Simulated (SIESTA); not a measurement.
The system is HfO2.

```
Hf O
1.0
     0.00000    2.55750    2.55750
     2.55750    0.00000    2.55750
     2.55750    2.55750    0.00000
Hf O
1 2
Direct
  0.00000 0.00000 0.00000
  0.75000 0.75000 0.75000
  0.25000 0.25000 0.25000
```

Measurements of this composition are mostly on another form, of space group No. 14.

Base run:

```yaml
Program: SIESTA 5.4.2
Functional: PBE
Potentials_or_basis: PseudoDojo 0.4 standard (PBE files)
Basis: DZP (energy shift 0.002 Ry)
Grid_cutoff: 800 Ry
Energy_shift: 0.002 Ry
k_mesh: 9 × 9 × 9
Occupations: fermi-dirac, width 0.05 eV
Spin: no spin polarisation
```

Its results: band gap on the k mesh 3.66 eV, indirect (least direct gap 3.82 eV); pressure -1.0 GPa.

**Question.** The run is repeated on the same cell with these changes: functional from PBE to RPBE. What comes out?

**Answer.** Band gap on the k mesh 3.75 eV, indirect (least direct gap 3.93 eV); pressure 3.3 GPa.

RPBE binds less tightly than PBE, so the same cell stands under more pressure.

Caveats: semicore shells carry a single zeta, which can move pressures by several GPa and volumes by a few percent; spin-orbit coupling is left out, which moves the levels of the heavy elements; the basis of atomic orbitals isn't converged, which shifts pressures, moduli and gaps; an odd mesh through Γ misses points on the zone boundary, where band edges often lie (some runs); the potentials were made for another functional, which shifts forces and pressure (some runs).

Not every run made on this cell is shown here.
